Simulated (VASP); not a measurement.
# C in VASP: a series of runs

Runs on C. Level: LDA. Tasks: single point.

Everything below comes from runs of VASP 6.6.1. Logs are shortened: lines on timing, memory, paths and dates and some standing lists are left out, and cuts for length are marked.

## 1. The slab as given

The cell holds a slab with vacuum, 8 atoms: a = 2.456 Å, b = 2.456 Å, c = 28.805 Å, α = 90.00°, β = 90.00°, γ = 120.00°.

The slab is cut from a database's or a generator's crystal, which needn't be the stable form of the element.

## 2. Single point, LDA

The input, INCAR:

```
PREC = Accurate
ENCUT = 400
EDIFF = 1E-7
ISMEAR = 1
SIGMA = 0.1
LREAL = F
LASPH = T
NELM = 120
ALGO = Normal
ISIF = 2
LWAVE = F
LCHARG = F
LDIPOL = T
IDIPOL = 3
DIPOL = 0.5 0.5 0.500
NBANDS = 32
LVHAR = T
LVACPOTAV = T
```

The input, KPOINTS:

```
regular mesh
0
Gamma
  12 12 1
```

The input, POSCAR:

```
C
1.0
    2.4560959400      0.0000000000      0.0000000000
   -1.2280479700      2.1270618200      0.0000000000
    0.0000000000      0.0000000000     28.8049153298
C
8
Direct
    0.5833794600      0.1667589200      0.3124466744
    0.9166205400      0.8332410800      0.3124466744
    0.0833794600      0.1667589200      0.4385240305
    0.4166205400      0.8332410800      0.4385240305
    0.5833794600      0.1667589200      0.5614759695
    0.9166205400      0.8332410800      0.5614759695
    0.0833794600      0.1667589200      0.6875533256
    0.4166205400      0.8332410800      0.6875533256
```

Potentials or basis: VASP PAW LDA potentials, release 64 (C).

Started as:

```bash
cat potpaw_LDA.64/C/POTCAR > POTCAR
mpirun -np 1 vasp_std > vasp.out
```

OUTCAR:

```text
PREC = Accurate
   ENCUT = 400
   EDIFF = 1E-7
   ISMEAR = 1
   LREAL = F
   LASPH = T
   NELM = 120
   ISIF = 2

 Found     43 irreducible k-points:

 Following reciprocal coordinates:
            Coordinates               Weight
  0.000000  0.000000  0.000000      1.000000
  0.083333 -0.000000  0.000000      4.000000
  0.000000  0.083333  0.000000      2.000000
  0.166667  0.000000  0.000000      4.000000
  0.000000  0.166667  0.000000      2.000000
  0.250000  0.000000  0.000000      4.000000
   k-points           NKPTS =     43   k-points in BZ     NKDIM =     43   number of bands    NBANDS=     32
   number of dos      NEDOS =    301   number of ions     NIONS =      8
   total plane-waves  NPLWV =  49152
   dimension x,y,z NGX =    16 NGY =   16 NGZ =  192
   dimension x,y,z NGXF=    32 NGYF=   32 NGZF=  384
   ions per type =               8
   NGX,Y,Z   is equivalent  to a cutoff of  10.83, 10.83, 11.08 a.u.
   NGXF,Y,Z  is equivalent  to a cutoff of  21.66, 21.66, 22.16 a.u.
 SYSTEM =  unknown system
   PREC   = accura    normal or accurate (medium, high low for compatibility)
   ISTART =      0    job   : 0-new  1-cont  2-samecut
   ICHARG =      2    charge: 1-file 2-atom 10-const
   ISPIN  =      1    spin polarized calculation?
   LNONCOLLINEAR =      F non collinear calculations
   LSORBIT =      F    spin-orbit coupling
   LASPH  =      T    aspherical Exc in radial PAW
   ENCUT  =  400.0 eV  29.40 Ry    5.42 a.u.   4.01  4.01 46.97*2*pi/ulx,y,z
   NELM   =    120;   NELMIN=  2; NELMDL= -5     # of ELM steps
   EDIFF  = 0.1E-06   stopping-criterion for ELM
   LREAL  =      F    real-space projection
   EDIFFG = 0.1E-05   stopping-criterion for IOM
   NSW    =      0    number of steps for IOM
   IBRION =     -1    ionic relax: 0-MD 1-quasi-New 2-CG
   NFREE  =      0    steps in history (QN), initial steepest desc. (CG)
   ISIF   =      2    stress and relaxation
   ISYM   =      2    0-nonsym 1-usesym 2-fastsym
   POTIM  = 0.5000    time-step for ionic-motion
   TEBEG  =    0.0;   TEEND  =   0.0 temperature during run
   PSTRESS=    0.0 pullay stress
   NELECT =      32.0000    total number of electrons
   NUPDOWN=      -1.0000    fix difference up-down
   EMIN   =  10.00;   EMAX   =-10.00  energy-range for DOS
   EFERMI =   0.00;   METHOD = LEGACY
   ISMEAR =     1;   SIGMA  =   0.10  broadening in eV -4-tet -1-fermi 0-gaus
   EFERMI_NEDOS =   21; number of points for ismear=-14 and -15
   IALGO  =     38    algorithm
   IMIX   =      4    mixing-type and parameters
     AMIX     =   0.40;   BMIX     =  1.00
     AMIX_MAG =   1.60;   BMIX_MAG =  1.00
  volume/ion in A,a.u.               =      18.81       126.94
  Fermi-wavevector in a.u.,A,eV,Ry     =   0.977149  1.846544 12.991118  0.954820
  Thomas-Fermi vector in A             =   2.107824
   LORBIT       =      0    0 simple, 1 ext, 2 COOP (PROOUT), +10 PAW based schemes
   GGA     = CA    functional components
   LHFCALC =     F    Hartree Fock is set to
   AEXX    =    0.0000 exact exchange contribution
   IVDW    =     0    specifies the selected vdW correction
   LEPSILON=     F    determine dielectric tensor
   LRPA    =     F    only Hartree local field effects (RPA)
 non-spin polarized calculation
 Methfessel and Paxton  Order N= 1 SIGMA  =   0.10
  energy-cutoff  :      400.00
  volume of cell :      150.48
 maximum number of plane-waves:      2766
   NGX =  9   NGY =  9   NGZ = 93

 dipolmoment           0.000000      0.000000     -0.000000 electrons x Angstroem

 number of electron      32.0000003 magnetization

 dipolmoment           0.000000      0.000000      0.000000 electrons x Angstroem

 Free energy of the ion-electron system (eV)
  ---------------------------------------------------
  ext. energy  EPLUGINS =         0.00000000
  ---------------------------------------------------
  free energy    TOTEN  =       -80.87858353 eV

  energy without entropy =      -80.87883776  energy(sigma->0) =      -80.87866827

 E-fermi :  -0.2545     XC(G=0):  -5.4246

 val. band max:       -0.2959976385   @ k =   0.3333   0.3333   0.0000
 cond. band min:      -0.2131936351   @ k =   0.3333   0.3333   0.0000
 fundamental gap:      0.0828040034
 Fermi energy:        -0.2545373013

 k-point     1 :       0.0000    0.0000    0.0000
  band No.  band energies     occupation
      1     -19.7128      2.00000
      2     -19.6667      2.00000
      3     -19.6191      2.00000
      4     -19.5608      2.00000
      5      -8.5368      2.00000
      6      -8.1785      2.00000
[... 20 lines left out ...]
     27       8.1217      0.00000
     28       8.1255      0.00000

 k-point     2 :       0.0833   -0.0000    0.0000
  band No.  band energies     occupation
      1     -19.5478      2.00000
      2     -19.5022      2.00000
      3     -19.4551      2.00000
      4     -19.3975      2.00000
      5      -8.3352      2.00000
      6      -7.9789      2.00000
[... 20 lines left out ...]
     27       8.1966      0.00000
     28       8.2094      0.00000

 k-point     3 :       0.0000    0.0833    0.0000
  band No.  band energies     occupation
      1     -19.5478      2.00000
      2     -19.5022      2.00000
      3     -19.4552      2.00000
      4     -19.3975      2.00000
      5      -8.3355      2.00000
      6      -7.9790      2.00000
[... 20 lines left out ...]
     27       8.2033      0.00000
     28       8.2109      0.00000

 k-point     4 :       0.1667    0.0000    0.0000
  band No.  band energies     occupation
      1     -19.0544      2.00000
      2     -19.0106      2.00000
      3     -18.9651      2.00000
      4     -18.9092      2.00000
      5      -7.7337      2.00000
      6      -7.3847      2.00000
[... 20 lines left out ...]
     27       8.1950      0.00000
     28       8.3245      0.00000

 k-point     5 :       0.0000    0.1667    0.0000
  band No.  band energies     occupation
      1     -19.0546      2.00000
      2     -19.0106      2.00000
      3     -18.9651      2.00000
      4     -18.9092      2.00000
      5      -7.7345      2.00000
      6      -7.3852      2.00000
[... 20 lines left out ...]
     27       8.2170      0.00000
     28       8.2994      0.00000

 k-point     6 :       0.2500    0.0000    0.0000
  band No.  band energies     occupation
      1     -18.2384      2.00000
      2     -18.1974      2.00000
      3     -18.1546      2.00000
      4     -18.1015      2.00000
      5      -7.6251      2.00000
      6      -7.6149      2.00000
[... 20 lines left out ...]
     27       7.8688      0.00000
     28       7.9135      0.00000

 [... further k-points ...]

 [bands above 28 left out]

------------------------ aborting loop because EDIFF is reached ----------------------------------------

  FORCE on cell =-STRESS in cart. coord.  units (eV):
  Direction    XX          YY          ZZ          XY          YZ          ZX
  --------------------------------------------------------------------------------------
  -------------------------------------------------------------------------------------
  Total       -2.6988112     -2.7663815     -1.5281368      0.0000000      0.0000000      0.0000000
  in kB      -28.7336659    -29.4530732    -16.2697463      0.0000000      0.0000000      0.0000000
  external PRESSURE =     -24.8188285 kB  Pullay stress =       0.0000000 kB

 VOLUME and BASIS-vectors are now :
 -----------------------------------------------------------------------------
  energy-cutoff  :      400.00
  volume of cell :      150.48
      direct lattice vectors                 reciprocal lattice vectors
     2.456095940  0.000000000  0.000000000     0.407150219  0.235066041  0.000000000
    -1.228047970  2.127061820  0.000000000     0.000000000  0.470132081  0.000000000
     0.000000000  0.000000000 28.804915330     0.000000000  0.000000000  0.034716297

 POSITION                                       TOTAL-FORCE (eV/Angst)
 -----------------------------------------------------------------------------------
      1.22805      0.35471      9.00000        -0.000000     -0.024604      0.023217
      1.22805      1.77236      9.00000         0.000000      0.024604      0.023217
      0.00000      0.35471     12.63165        -0.000000     -0.027626     -0.005602
     -0.00000      1.77236     12.63165         0.000000      0.027626     -0.005602
      1.22805      0.35471     16.17327        -0.000000     -0.027626      0.005602
      1.22805      1.77236     16.17327         0.000000      0.027626      0.005602
      0.00000      0.35471     19.80492        -0.000000     -0.024604     -0.023217
     -0.00000      1.77236     19.80492         0.000000      0.024604     -0.023217
 -----------------------------------------------------------------------------------
    total drift:                                0.000000      0.000000      0.000000

  FREE ENERGIE OF THE ION-ELECTRON SYSTEM (eV)
  ---------------------------------------------------
  free  energy   TOTEN  =       -80.8785835252 eV

  energy  without entropy=      -80.8788377609  energy(sigma->0) =      -80.87866827

 vacuum level on the upper side and lower side of the slab         4.276         4.276
```

Run time: 70 s. Hardware: 1 thread of Intel Xeon 6975P-C (Granite Rapids), shared host; peak memory 0.22 GiB.

The run converged, but some of its settings lie outside the range that counts as converged, so its numbers aren't taken as properties of the slab.

What came out:

```
Free energy                            : -80.8786 eV
Largest force                          : 0.034 eV/Å
Band gap on the k mesh                 : 0.08 eV, direct
Ionisation potential of the upper face : 4.57 eV
```

Caveat: the cutoff is under 1.25 times the usual one of these potentials, so pressure, stress and relaxed cells hold a basis-set (Pulay) error.

## 3. Single point, LDA

INCAR is that of step 2.

The input, KPOINTS:

```
regular mesh
0
Gamma
  15 15 1
```

POSCAR is that of step 2.

Potentials or basis: VASP PAW LDA potentials, release 64 (C).

Started as:

```bash
cat potpaw_LDA.64/C/POTCAR > POTCAR
mpirun -np 1 vasp_std > vasp.out
```

OUTCAR:

```text
PREC = Accurate
   ENCUT = 400
   EDIFF = 1E-7
   ISMEAR = 1
   LREAL = F
   LASPH = T
   NELM = 120
   ISIF = 2

 Found     64 irreducible k-points:

 Following reciprocal coordinates:
            Coordinates               Weight
  0.000000  0.000000  0.000000      1.000000
  0.066667  0.000000  0.000000      4.000000
  0.000000  0.066667  0.000000      2.000000
  0.133333 -0.000000  0.000000      4.000000
  0.000000  0.133333  0.000000      2.000000
  0.200000  0.000000  0.000000      4.000000
   k-points           NKPTS =     64   k-points in BZ     NKDIM =     64   number of bands    NBANDS=     32
   number of dos      NEDOS =    301   number of ions     NIONS =      8
   total plane-waves  NPLWV =  49152
   dimension x,y,z NGX =    16 NGY =   16 NGZ =  192
   dimension x,y,z NGXF=    32 NGYF=   32 NGZF=  384
   ions per type =               8
   NGX,Y,Z   is equivalent  to a cutoff of  10.83, 10.83, 11.08 a.u.
   NGXF,Y,Z  is equivalent  to a cutoff of  21.66, 21.66, 22.16 a.u.
 SYSTEM =  unknown system
   PREC   = accura    normal or accurate (medium, high low for compatibility)
   ISTART =      0    job   : 0-new  1-cont  2-samecut
[... 68 lines left out ...]
      2     -19.6666      2.00000
      3     -19.6191      2.00000
      4     -19.5614      2.00000
      5      -8.5375      2.00000
      6      -8.1787      2.00000
[... 175 lines left out ...]
     27       8.1226      0.00000
     28       8.2433      0.00000

 [... further k-points ...]

 [bands above 28 left out]

------------------------ aborting loop because EDIFF is reached ----------------------------------------

  FORCE on cell =-STRESS in cart. coord.  units (eV):
  Direction    XX          YY          ZZ          XY          YZ          ZX
  --------------------------------------------------------------------------------------
  -------------------------------------------------------------------------------------
  Total       -2.7285159     -2.7804464     -1.4969394      0.0000000      0.0000000      0.0000000
  in kB      -29.0499264    -29.6028190    -15.9375944      0.0000000      0.0000000      0.0000000
  external PRESSURE =     -24.8634466 kB  Pullay stress =       0.0000000 kB

 VOLUME and BASIS-vectors are now :
 -----------------------------------------------------------------------------
  energy-cutoff  :      400.00
  volume of cell :      150.48
      direct lattice vectors                 reciprocal lattice vectors
     2.456095940  0.000000000  0.000000000     0.407150219  0.235066041  0.000000000
    -1.228047970  2.127061820  0.000000000     0.000000000  0.470132081  0.000000000
     0.000000000  0.000000000 28.804915330     0.000000000  0.000000000  0.034716297

 POSITION                                       TOTAL-FORCE (eV/Angst)
 -----------------------------------------------------------------------------------
      1.22805      0.35471      9.00000         0.000000     -0.024349      0.021434
      1.22805      1.77236      9.00000         0.000000      0.024349      0.021434
      0.00000      0.35471     12.63165         0.000000     -0.026783     -0.004811
     -0.00000      1.77236     12.63165        -0.000000      0.026783     -0.004811
      1.22805      0.35471     16.17327         0.000000     -0.026783      0.004811
      1.22805      1.77236     16.17327        -0.000000      0.026783      0.004811
      0.00000      0.35471     19.80492         0.000000     -0.024349     -0.021434
     -0.00000      1.77236     19.80492         0.000000      0.024349     -0.021434
 -----------------------------------------------------------------------------------
    total drift:                                0.000000      0.000000      0.000000

  FREE ENERGIE OF THE ION-ELECTRON SYSTEM (eV)
  ---------------------------------------------------
  free  energy   TOTEN  =       -80.8870856089 eV

  energy  without entropy=      -80.8872478148  energy(sigma->0) =      -80.88713968

 vacuum level on the upper side and lower side of the slab         4.277         4.277
```

OSZICAR:

```text
N       E                     dE             d eps       ncg     rms          rms(c)
DAV:   1     0.130055372552E+03    0.13006E+03   -0.12109E+04  4192   0.684E+02
DAV:   2    -0.729522580167E+02   -0.20301E+03   -0.18962E+03  5608   0.197E+02
DAV:   3    -0.863220650889E+02   -0.13370E+02   -0.13193E+02  5256   0.487E+01
[... 16 lines left out ...]
DAV:  20    -0.808870840056E+02   -0.85938E-05   -0.14862E-07  4040   0.163E-03    0.955E-04
DAV:  21    -0.808870847148E+02   -0.70921E-06   -0.14510E-08  3824   0.709E-04    0.162E-04
DAV:  22    -0.808870852581E+02   -0.54329E-06   -0.76197E-09  3336   0.423E-04    0.116E-04
DAV:  23    -0.808870855406E+02   -0.28245E-06   -0.14281E-09  3464   0.210E-04    0.812E-05
DAV:  24    -0.808870856089E+02   -0.68280E-07   -0.30731E-10  3752   0.115E-04
   1 F= -.80887086E+02 E0= -.80887140E+02  d E =0.162206E-03
```

stdout:

```text
POSCAR found type information on POSCAR C
 POSCAR found :  1 types and       8 ions
 scaLAPACK will be used
 LDA part: xc-table for (Slater(with rela. corr.)+CA(PZ))
 , standard interpolation
 POSCAR, INCAR and KPOINTS ok, starting setup
 FFT: planning ... GRIDC
 FFT: planning ... GRID_SOFT
 FFT: planning ... GRID
 WAVECAR not read
 entering main loop
 -----------------------------------------------------------------------------
|                                                                             |
|           W    W    AA    RRRRR   N    N  II  N    N   GGGG   !!!           |
|           W    W   A  A   R    R  NN   N  II  NN   N  G    G  !!!           |
|           W    W  A    A  R    R  N N  N  II  N N  N  G       !!!           |
|           W WW W  AAAAAA  RRRRR   N  N N  II  N  N N  G  GGG   !            |
|           WW  WW  A    A  R   R   N   NN  II  N   NN  G    G                |
|           W    W  A    A  R    R  N    N  II  N    N   GGGG   !!!           |
|                                                                             |
|     Did not find any points to average over, which means that no vacuum     |
|     field-free region was found. Please increase the size of  your cell     |
|     in the dimension of the dipole correction to obtain accurate            |
|     workfunction values.                                                    |
|                                                                             |
 -----------------------------------------------------------------------------
```

Run time: 1.7 min. Hardware: 1 thread of Intel Xeon 6975P-C (Granite Rapids), shared host; peak memory 0.26 GiB.

These settings aren't checked as converged: the numbers below hold their error.

Results:

```yaml
Free_energy: -80.8871 eV
Largest_force: 0.032 eV/Å
Band_gap_on_the_k_mesh: 0.08 eV, direct
Ionisation_potential_of_the_upper_face: 4.57 eV
```

Caveat: the cutoff is under 1.25 times the usual one of these potentials, so pressure, stress and relaxed cells hold a basis-set (Pulay) error.
